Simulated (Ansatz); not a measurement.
PbS (rocksalt), relaxed with r2SCAN. Pb has 6 S at 2.99 Å; S has 6 Pb at 2.99 Å.

Space group Fm-3m (No. 225). a = 5.974 Å, b = 5.974 Å, c = 5.974 Å, α = 90.00°, β = 90.00°, γ = 90.00°
```json
{"atom": "Pb", "site": "4a", "symmetry": "m-3m", "x": "0.0000", "y": "0.0000", "z": "0.0000"}
{"atom": "S", "site": "4b", "symmetry": "m-3m", "x": "0.5000", "y": "0.0000", "z": "0.0000"}
```

5 runs of the plane-wave code Ansatz on this cell differ in the functional (and in the settings that go with it). Levels are in eV from each run's valence top; v1 is the last filled band, c1 the first empty one.

Run A, mean stress -0.2 GPa (compression positive):

| point | v5 | v3 | v1 | c1 | c2 | c3 |
| --- | --- | --- | --- | --- | --- | --- |
| Γ | -14.92 | -2.42 | -2.42 | 5.99 | 5.99 | 5.99 |
| X | -13.21 | -5.64 | -3.77 | 4.48 | 6.41 | 6.51 |
| U | -13.23 | -5.19 | -2.66 | 3.97 | 4.82 | 5.85 |
| L | -13.66 | -2.03 | 0.00 | 0.88 | 2.55 | 2.55 |
| W | -13.18 | -4.81 | -1.16 | 2.78 | 5.42 | 5.42 |

Run B, mean stress 0.0 GPa (compression positive):

| point | v5 | v3 | v1 | c1 | c2 | c3 |
| --- | --- | --- | --- | --- | --- | --- |
| Γ | -14.00 | -2.21 | -2.21 | 5.51 | 5.51 | 5.51 |
| X | -12.38 | -5.19 | -3.46 | 4.24 | 5.94 | 6.02 |
| U | -12.39 | -4.77 | -2.47 | 3.63 | 4.41 | 5.40 |
| L | -12.81 | -1.83 | 0.00 | 0.69 | 2.24 | 2.24 |
| W | -12.35 | -4.42 | -1.05 | 2.49 | 5.01 | 5.01 |

Run C, mean stress +6.4 GPa (compression positive):

| point | v5 | v3 | v1 | c1 | c2 | c3 |
| --- | --- | --- | --- | --- | --- | --- |
| Γ | -19.70 | -3.76 | -3.76 | 11.51 | 11.51 | 11.51 |
| X | -17.65 | -7.71 | -5.40 | 9.21 | 12.13 | 12.20 |
| U | -17.70 | -7.16 | -3.54 | 8.88 | 9.97 | 11.36 |
| L | -18.25 | -3.29 | 0.00 | 5.35 | 7.15 | 7.15 |
| W | -17.64 | -6.67 | -1.88 | 7.56 | 10.69 | 10.69 |

Run D, mean stress -0.1 GPa (compression positive):

| point | v5 | v3 | v1 | c1 | c2 | c3 |
| --- | --- | --- | --- | --- | --- | --- |
| Γ | -15.05 | -2.51 | -2.51 | 6.67 | 6.67 | 6.67 |
| X | -13.33 | -5.78 | -3.87 | 5.10 | 7.09 | 7.19 |
| U | -13.35 | -5.33 | -2.73 | 4.60 | 5.48 | 6.53 |
| L | -13.78 | -2.08 | 0.00 | 1.45 | 3.15 | 3.15 |
| W | -13.30 | -4.94 | -1.20 | 3.40 | 6.08 | 6.08 |

Run E, mean stress -3.7 GPa (compression positive):

| point | v5 | v3 | v1 | c1 | c2 | c3 |
| --- | --- | --- | --- | --- | --- | --- |
| Γ | -13.35 | -2.01 | -2.01 | 5.04 | 5.04 | 5.04 |
| X | -11.71 | -5.02 | -3.27 | 3.87 | 5.43 | 5.52 |
| U | -11.71 | -4.61 | -2.39 | 3.26 | 4.04 | 4.95 |
| L | -12.11 | -1.62 | 0.00 | 0.30 | 1.92 | 1.92 |
| W | -11.66 | -4.26 | -0.92 | 2.10 | 4.60 | 4.60 |

Question: Match the runs to LDA, r2SCAN, HSE06, PBE0, Hartree-Fock.

Answer: A is HSE06, B is r2SCAN, C is Hartree-Fock, D is PBE0, E is LDA. In order of the gap: LDA 0.30, r2SCAN 0.69, HSE06 0.88, PBE0 1.45, Hartree-Fock 5.35 eV.

The values are computed, spin-unpolarised, and not measurements.

Spin-orbit coupling is left out; in compounds of Pb, Bi, Tl or Hg it can lower a gap by up to about 1 eV, split its edges or invert the bands.

The program warns that its thresholds are loose for a hybrid's stress.

The meshes of the hybrids are coarse, so their gaps aren't converged to the digits shown.
